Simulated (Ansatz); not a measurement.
Theory: Ansatz, DFT PBE, scalar-relativistic, plane waves, PAW. All cells share a 420 eV cutoff and Γ-centred k meshes spaced at most about 0.3 Å⁻¹ (about 0.25 or finer for metals, 2π included). No spin polarisation.

Each guess is relaxed in cell and atoms at zero pressure, on a coarse mesh first where it starts far from rest and then on a converged one. The steps can't lower the symmetry of the start, but it can rise. Energies are static (0 K, no zero-point motion).

Two unrelaxed guesses for InH:

Guess 1.

```cif
data_structure
_symmetry_space_group_name_H-M 'Pm-3m'
_symmetry_Int_Tables_number 221
_cell_length_a 3.2241
_cell_length_b 3.2241
_cell_length_c 3.2241
_cell_angle_alpha 90.000
_cell_angle_beta 90.000
_cell_angle_gamma 90.000
_cell_volume 33.51
loop_
_atom_site_label
_atom_site_type_symbol
_atom_site_symmetry_multiplicity
_atom_site_Wyckoff_symbol
_atom_site_fract_x
_atom_site_fract_y
_atom_site_fract_z
_atom_site_occupancy
In1 In 1 b 0.50000 0.50000 0.50000 1
H1 H 1 a 0.00000 0.00000 0.00000 1
```

Guess 2.

```cif
data_structure
_symmetry_space_group_name_H-M 'P6/mmm'
_symmetry_Int_Tables_number 191
_cell_length_a 3.3851
_cell_length_b 3.3851
_cell_length_c 3.6888
_cell_angle_alpha 90.000
_cell_angle_beta 90.000
_cell_angle_gamma 120.000
_cell_volume 36.61
loop_
_atom_site_label
_atom_site_type_symbol
_atom_site_symmetry_multiplicity
_atom_site_Wyckoff_symbol
_atom_site_fract_x
_atom_site_fract_y
_atom_site_fract_z
_atom_site_occupancy
In1 In 1 b 0.00000 0.00000 0.50000 1
H1 H 1 a 0.00000 0.00000 0.00000 1
```

Question: Do they relax into the same structure? If not, which is lower?

Answer: No. Guess 2 ends lower, by 277 meV/atom. Guess 1: Pm-3m at 16.8 Å³/atom → Pm-3m (caesium chloride type) at 16.1 Å³/atom; Guess 2: P6/mmm at 18.3 Å³/atom → P6/mmm at 16.9 Å³/atom. Counting H atoms around In (those within 1.25 times the shortest such distance or 1.15 times the sum of covalent radii; the shortest distance is added where it is long for a bond), the end of guess 1 has In 8 from 2.8 Å and the end of guess 2 has In 2. End of guess 1. Conventional cell: a = 3.183 Å. In is surrounded by 8 H at 2.76 Å and 6 In at 3.18 Å; around H lie 8 In at 2.76 Å and 6 H at 3.18 Å. End of guess 2. Conventional cell: a = 3.169 Å, c = 3.895 Å. Around In lie 2 H at 1.95 Å; around H lie 2 In at 1.95 Å.

Ends held by symmetry can be saddle points. Even the lowest of the cells shown lies +0.28 eV/atom against the elements. With hydrogen, zero-point motion can shift such differences by 10 meV/atom or more. Some structure types and database cells were kept out of the candidates from the start, so a known form may be missing.
